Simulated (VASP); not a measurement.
# Li (Im-3m) in VASP: a series of runs, part 2 of 2

VASP 6.6.1. The steps go on from the part before.

### Step 4. Relaxation of the atoms, PBE

This run uses another cell than the first one: it holds 15 atoms, not 2.

INCAR

```
SYSTEM = Li
PREC     = Accurate       ! precision mode
ENCUT    = 520            ! plane-wave cutoff, eV
EDIFF    = 1E-7           ! SCF threshold, eV
ISMEAR   = 1              ! smearing method
SIGMA    = 0.1            ! smearing width, eV
LREAL    = Auto         
LASPH    = .True.         ! aspherical terms in the spheres
NELM     = 80             ! most SCF steps
ALGO     = Fast           ! electronic algorithm
ISIF     = 2              ! what is computed and relaxed
LWAVE    = .False.        ! write WAVECAR
LCHARG   = .False.        ! write CHGCAR
GGA      = PE             ! functional
IBRION   = 2              ! ionic algorithm
NSW      = 80             ! ionic steps
EDIFFG   = -0.01          ! ionic threshold
```

KPOINTS

```
Automatic mesh
0
Gamma
  2 2 2
  0 0 0
```

POSCAR

```
Li
1.0
    6.8672125486      0.0000000000      0.0000000000
    0.0000000000      6.8672125486      0.0000000000
    0.0000000000      0.0000000000      6.8672125486
Li
15
Direct
    0.0000000000      0.0000000000      0.5000000000
    0.0000000000      0.5000000000      0.0000000000
    0.0000000000      0.5000000000      0.5000000000
    0.5000000000      0.0000000000      0.0000000000
    0.5000000000      0.0000000000      0.5000000000
    0.5000000000      0.5000000000      0.0000000000
    0.5000000000      0.5000000000      0.5000000000
    0.0000000000      0.0000000000      0.0000000000
    0.2500000000      0.2500000000      0.7500000000
    0.2500000000      0.7500000000      0.2500000000
    0.2500000000      0.7500000000      0.7500000000
    0.7500000000      0.2500000000      0.2500000000
    0.7500000000      0.2500000000      0.7500000000
    0.7500000000      0.7500000000      0.2500000000
    0.7500000000      0.7500000000      0.7500000000
```

Potentials or basis: VASP PAW PBE potentials, release 64 (Li_sv).

Run with:

```sh
cat potpaw_PBE.64/Li_sv/POTCAR > POTCAR
mpirun -np 1 vasp_std > vasp.out
```

OUTCAR:

```text
SYSTEM = Li
   PREC = Accurate
   ENCUT = 520
   EDIFF = 1E-7
   ISMEAR = 1
   LREAL = Auto
   LASPH = .True.
   NELM = 80
   ISIF = 2
   GGA = PE
   IBRION = 2
   NSW = 80
   EDIFFG = -0.01

 ion  position               nearest neighbor table
   1  0.000  0.000  0.500-
   2  0.000  0.500  0.000-
   3  0.000  0.500  0.500-
   4  0.500  0.000  0.000-
   5  0.500  0.000  0.500-
   6  0.500  0.500  0.000-
   7  0.500  0.500  0.500-
   8  0.000  0.000  0.000-
   9  0.250  0.250  0.750-
  10  0.250  0.750  0.250-
  11  0.250  0.750  0.750-
  12  0.750  0.250  0.250-
  13  0.750  0.250  0.750-
  14  0.750  0.750  0.250-
  15  0.750  0.750  0.750-

  LATTYP: Found a simple cubic cell.
 ALAT       =     6.8672125486

  Lattice vectors:

 A1 = (   6.8672125486,   0.0000000000,   0.0000000000)
 A2 = (   0.0000000000,   6.8672125486,   0.0000000000)
 A3 = (   0.0000000000,   0.0000000000,   6.8672125486)

Analysis of symmetry for initial positions (statically):
=====================================================================
 Subroutine PRICEL returns:
 Original cell was already a primitive cell.

 Routine SETGRP: Setting up the symmetry group for a
 simple cubic supercell.

 Subroutine GETGRP returns: Found 48 space group operations
 (whereof  6 operations were pure point group operations)
 out of a pool of 48 trial point group operations.

The static configuration has the point symmetry C_3v.
 The point group associated with its full space group is O_h .

Analysis of symmetry for dynamics (positions and initial velocities):
=====================================================================
 Subroutine PRICEL returns:
 Original cell was already a primitive cell.

 Routine SETGRP: Setting up the symmetry group for a
 simple cubic supercell.

 Subroutine GETGRP returns: Found 48 space group operations
 (whereof  6 operations were pure point group operations)
 out of a pool of 48 trial point group operations.

The dynamic configuration has the point symmetry C_3v.
 The point group associated with its full space group is O_h .

 Subroutine INISYM returns: Found 48 space group operations
 (whereof  6 operations are pure point group operations),
 and found     1 'primitive' translations

----------------------------------------------------------------------------------------

                                     Primitive cell

  volume of cell :     323.8482

  direct lattice vectors                    reciprocal lattice vectors
     6.867212549  0.000000000  0.000000000     0.145619492  0.000000000  0.000000000
     0.000000000  6.867212549  0.000000000     0.000000000  0.145619492  0.000000000
     0.000000000  0.000000000  6.867212549     0.000000000  0.000000000  0.145619492

  length of vectors
     6.867212549  6.867212549  6.867212549     0.145619492  0.145619492  0.145619492

  position of ions in fractional coordinates (direct lattice)
[... 31 lines left out ...]
                14          14
                15          15

----------------------------------------------------------------------------------------

 KPOINTS: Automatic mesh

Automatic generation of k-mesh.
 Grid dimensions read from file:
 generate k-points for:    2    2    2

 Generating k-lattice:

  Cartesian coordinates                     Fractional coordinates (reciprocal lattice)
     0.072809746  0.000000000  0.000000000     0.500000000  0.000000000  0.000000000
     0.000000000  0.072809746  0.000000000     0.000000000  0.500000000  0.000000000
     0.000000000  0.000000000  0.072809746     0.000000000  0.000000000  0.500000000

  Length of vectors
     0.072809746  0.072809746  0.072809746

  Shift w.r.t. Gamma in fractional coordinates (k-lattice)
     0.000000000  0.000000000  0.000000000

 Subroutine IBZKPT returns following result:
 ===========================================

 Found      4 irreducible k-points:

 Following reciprocal coordinates:
            Coordinates               Weight
  0.000000  0.000000  0.000000      1.000000
  0.500000  0.000000  0.000000      3.000000
  0.500000  0.500000  0.000000      3.000000
  0.500000  0.500000  0.500000      1.000000
   k-points           NKPTS =      4   k-points in BZ     NKDIM =      4   number of bands    NBANDS=     30
   number of dos      NEDOS =    301   number of ions     NIONS =     15
   total plane-waves  NPLWV = 157464
   dimension x,y,z NGX =    54 NGY =   54 NGZ =   54
   dimension x,y,z NGXF=   108 NGYF=  108 NGZF=  108
   ions per type =              15
   NGX,Y,Z   is equivalent  to a cutoff of  13.07, 13.07, 13.07 a.u.
   NGXF,Y,Z  is equivalent  to a cutoff of  26.15, 26.15, 26.15 a.u.
 SYSTEM =  Li
   PREC   = accura    normal or accurate (medium, high low for compatibility)
   ISTART =      0    job   : 0-new  1-cont  2-samecut
   ICHARG =      2    charge: 1-file 2-atom 10-const
   ISPIN  =      1    spin polarized calculation?
   LNONCOLLINEAR =      F non collinear calculations
   LSORBIT =      F    spin-orbit coupling
   LASPH  =      T    aspherical Exc in radial PAW
   ENCUT  =  520.0 eV  38.22 Ry    6.18 a.u.  12.77 12.77 12.77*2*pi/ulx,y,z
   NELM   =     80;   NELMIN=  2; NELMDL= -5     # of ELM steps
   EDIFF  = 0.1E-06   stopping-criterion for ELM
   LREAL  =      T    real-space projection
   EDIFFG = -.1E-01   stopping-criterion for IOM
   NSW    =     80    number of steps for IOM
   IBRION =      2    ionic relax: 0-MD 1-quasi-New 2-CG
   NFREE  =      1    steps in history (QN), initial steepest desc. (CG)
   ISIF   =      2    stress and relaxation
   ISYM   =      2    0-nonsym 1-usesym 2-fastsym
   POTIM  = 0.5000    time-step for ionic-motion
   TEBEG  =    0.0;   TEEND  =   0.0 temperature during run
   PSTRESS=    0.0 pullay stress
   NELECT =      45.0000    total number of electrons
   NUPDOWN=      -1.0000    fix difference up-down
   EMIN   =  10.00;   EMAX   =-10.00  energy-range for DOS
   EFERMI =   0.00;   METHOD = LEGACY
   ISMEAR =     1;   SIGMA  =   0.10  broadening in eV -4-tet -1-fermi 0-gaus
   EFERMI_NEDOS =   21; number of points for ismear=-14 and -15
   IALGO  =     68    algorithm
   IMIX   =      4    mixing-type and parameters
     AMIX     =   0.40;   BMIX     =  1.00
     AMIX_MAG =   1.60;   BMIX_MAG =  1.00
  volume/ion in A,a.u.               =      21.59       145.70
  Fermi-wavevector in a.u.,A,eV,Ry     =   0.847940  1.602374  9.782622  0.719002
  Thomas-Fermi vector in A             =   1.963525
   LORBIT       =      0    0 simple, 1 ext, 2 COOP (PROOUT), +10 PAW based schemes
   GGA     = PE    functional components
   LHFCALC =     F    Hartree Fock is set to
   AEXX    =    0.0000 exact exchange contribution
   IVDW    =     0    specifies the selected vdW correction
   LEPSILON=     F    determine dielectric tensor
   LRPA    =     F    only Hartree local field effects (RPA)
 conjugate gradient relaxation of ions
 non-spin polarized calculation
 RMM-DIIS sequential band-by-band and
 Methfessel and Paxton  Order N= 1 SIGMA  =   0.10
  energy-cutoff  :      520.00
  volume of cell :      323.85
 maximum number of plane-waves:      8744
 NGX is ok and might be reduce to    54

--------------------------------------- Ionic step        1  -------------------------------------------

 number of electron      45.0000100 magnetization

 Free energy of the ion-electron system (eV)
  ---------------------------------------------------
  ext. energy  EPLUGINS =         0.00000000
  ---------------------------------------------------
  free energy    TOTEN  =       -27.43101477 eV

  energy without entropy =      -27.40739363  energy(sigma->0) =      -27.42314106

------------------------ aborting loop because EDIFF is reached ----------------------------------------

  FORCE on cell =-STRESS in cart. coord.  units (eV):
  Direction    XX          YY          ZZ          XY          YZ          ZX
  --------------------------------------------------------------------------------------
  -------------------------------------------------------------------------------------
  Total       -0.2534761     -0.2534761     -0.2534761     -0.0000000      0.0000000     -0.0000000
  in kB       -1.2540246     -1.2540246     -1.2540246     -0.0000000      0.0000000     -0.0000000
  external PRESSURE =      -1.2540246 kB  Pullay stress =       0.0000000 kB
[... 281 lines left out ...]
--------------------------------------- Ionic step        7  -------------------------------------------

 number of electron      45.0000085 magnetization

 Free energy of the ion-electron system (eV)
  ---------------------------------------------------
  ext. energy  EPLUGINS =         0.00000000
  ---------------------------------------------------
  free energy    TOTEN  =       -27.46996546 eV

  energy without entropy =      -27.46964315  energy(sigma->0) =      -27.46985802

 E-fermi :   0.4184     XC(G=0):  -6.8757

 val. band max:        0.4103769787   @ k =   0.5000   0.5000   0.0000
 cond. band min:       0.5044631430   @ k =   0.5000   0.5000   0.0000
 fundamental gap:      0.0940861642
 Fermi energy:         0.4184195964

 k-point     1 :       0.0000    0.0000    0.0000
  band No.  band energies     occupation
      1     -46.4222      2.00000
      2     -46.2081      2.00000
      3     -46.2021      2.00000
      4     -46.2021      2.00000
      5     -46.2021      2.00000
      6     -46.2004      2.00000
[... 163 lines left out ...]
  FREE ENERGIE OF THE ION-ELECTRON SYSTEM (eV)
  ---------------------------------------------------
  free  energy   TOTEN  =       -27.4699654618 eV

  energy  without entropy=      -27.4696431486  energy(sigma->0) =      -27.46985802

 reached required accuracy - stopping structural energy minimisation
```

Wall time 27 min (1 thread of AMD EPYC 7R13 (Zen 3), shared host); peak memory 0.35 GiB.

What came out:

- Free energy: -27.4700 eV
- Energy gained by relaxing: 2.6 meV/atom
- Ionic steps: 7
- Largest force after relaxing: 0.004 eV/Å
- Band gap on the k mesh: none (metal or under the smearing width)

Forces in eV/Å, atoms in the order of the input:
```
Li  -0.002 -0.002  0.002
Li  -0.002  0.002 -0.002
Li  -0.002  0.002  0.002
Li   0.002 -0.002 -0.002
Li   0.002 -0.002  0.002
Li   0.002  0.002 -0.002
Li   0.002  0.002  0.002
Li  -0.002 -0.002 -0.002
Li   0.000  0.000  0.000
Li   0.000  0.000  0.000
Li   0.000  0.000  0.000
Li   0.000  0.000  0.000
Li   0.000  0.000  0.000
Li   0.000  0.000  0.000
Li   0.000  0.000  0.000
```

Step by step:
```tsv
step	energy change (eV)	largest force (eV/Å)	pressure (GPa)
1	0.0000	0.0766	-0.13
2	-0.0022	0.0738	-0.14
3	-0.0087	0.0690	-0.17
4	-0.0200	0.0569	-0.19
5	-0.0346	0.0285	-0.25
6	-0.0324	0.0305	-0.29
7	-0.0390	0.0042	-0.27
```

Final structure:
```
Li
1.0
     6.86721    0.00000    0.00000
     0.00000    6.86721    0.00000
     0.00000    0.00000    6.86721
Li
15
Direct
  0.01044 0.01044 0.48956
  0.01044 0.48956 0.01044
  0.01044 0.48956 0.48956
  0.48956 0.01044 0.01044
  0.48956 0.01044 0.48956
  0.48956 0.48956 0.01044
  0.48956 0.48956 0.48956
  0.01044 0.01044 0.01044
  0.25000 0.25000 0.75000
  0.25000 0.75000 0.25000
  0.25000 0.75000 0.75000
  0.75000 0.25000 0.25000
  0.75000 0.25000 0.75000
  0.75000 0.75000 0.25000
  0.75000 0.75000 0.75000
```

Caveat: the k mesh is coarse (spacing up to 0.46 Å⁻¹), so the values aren't converged; the cutoff is under 1.25 times the usual one of these potentials, so pressure, stress and relaxed cells hold a basis-set (Pulay) error.

### Step 5. Overview

```csv
task,cell,k mesh,mesh quality,gap on the mesh (eV)
single point,"Im-3m, 20.24 Å³/atom",20 × 20 × 20,not flagged,none
single point,"Pm-3m, 21.59 Å³/atom",2 × 2 × 2,coarse,none
relaxation of the atoms,atoms relaxed,2 × 2 × 2,coarse,none
```

Alike in all rows: level PBE; potentials or basis VASP PAW PBE potentials, release 64 (Li_sv); no spin polarisation; cutoff (eV) 520; smearing methfessel-paxton 0.1 eV.

Caveats: some runs use coarse meshes; the cutoff is under 1.25 times the usual one of these potentials, so pressure, stress and relaxed cells hold a basis-set (Pulay) error.

Absolute energies hang on the potentials; compare differences alone.
